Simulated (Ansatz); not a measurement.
Formation energy of ZnS

The computed numbers are results of PBE, scalar-relativistic (no spin polarisation) in the plane-wave PAW code Ansatz at 420 eV, 10×10×6 k-mesh, Gaussian smearing of 0.05 eV. The datasets are Ansatz's generated set soft_2.

The chain of runs began from a cell as deposited in COD, expanded in volume.

Symmetry: P6_3mc, No. 186, hexagonal system. The conventional cell has a = 3.846 Å, b = 3.846 Å, c = 6.304 Å, α = 90.00°, β = 90.00°, γ = 120.00°. Zn (site symmetry 3m) has 4 S at 2.36 Å as nearest neighbours. S (site symmetry 3m) is surrounded by 4 Zn at 2.36 Å. (Neighbours are counted to 15 % beyond the shortest distance.)

The elements were computed in their standard states with the same datasets, cutoff and functional. Absolute energies hang on the potentials; compare differences alone.

Energy of the relaxed cell (4 atoms, smearing extrapolated to zero): -8445.457 eV. Elements, in eV/atom: Zn -3319.033, S -902.059.

Q: What is the formation energy?

A: [-8445.457 − (2 × -3319.033 + 2 × -902.059)] / 4 = -0.82 eV/atom, or -79 kJ per mole of atoms.

The value is for 0 K, without zero-point energy. Uncorrected semilocal values for oxides, chalcogenides and halides often miss by tenths of an eV an atom. A negative value shows stability against the elements alone, not against other compounds or structures.

Bader charges against formal ones: Zn +0.89 (+2), S −0.89 (−2). The cations give up 45 % of the formal charge; Bader charges stay under formal ones because the anions' density reaches into the cations' basins, the more so the higher the formal charge and the softer the anion.

Formal charges Zn²⁺, S²⁻ balance and leave closed shells on every ion, so a band insulator is expected, and the gap is 2.08 eV.

Semilocal functionals underestimate band gaps, commonly by a third or more.
